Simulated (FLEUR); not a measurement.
Runs of FLEUR MaX-R8.1 (later development tree) on C. The structure is hexagonal, space group P6_3/mmc (No. 194). Conventional cell: a = 2.522 Å, b = 2.522 Å, c = 12.356 Å, α = 90.00°, β = 90.00°, γ = 120.00°. Around C (site symmetry 3m) lie 4 C at 1.54 Å. Around C (site symmetry 3m) lie 4 C at 1.54 Å. Around C (site symmetry 3m) lie 4 C at 1.54 Å. This is a hexagonal form of diamond, not graphite.

| task | level | gmax | muffin-tin radii | max iterations | mixing factor | mixer | kmax | gap on the mesh (eV) | V0 of scaled cells (Å³/atom) | B0 (GPa) |
| --- | --- | --- | --- | --- | --- | --- | --- | --- | --- | --- |
| band structure | LDA (Moruzzi-Janak-Williams) | 16.5 1/bohr | C 1.35 bohr | 60 | 0.05 | Anderson | 5.33 1/bohr | 4.35 | - | - |
| equation of state | LDA (Moruzzi-Janak-Williams) | 17 1/bohr | C 1.31 bohr | - | - | - | 5.5 1/bohr | - | 5.53 | (b) |
| equation of state | RPBE | 17 1/bohr | C 1.31 bohr | - | - | - | 5.5 1/bohr | - | 5.78 | 420 |
| band structure | RPBE | 16.5 1/bohr | C 1.35 bohr | 60 | 0.05 | Anderson | 5.33 1/bohr | (a) | - | - |

Alike in all rows: potentials or basis all-electron, FLAPW; no spin polarisation; cell as given; k mesh 12 × 12 × 3; smearing fermi-dirac 0.05 eV.

Problem. Estimate the missing entries.

Solution. (a) 4.50; (b) 465.

Caveats: the cell was scaled at fixed shape and fractional positions, which overstates the stiffness of a crystal with free parameters, most of all of layers and chains (some runs).

Runs at the PBE level aren't shown here.
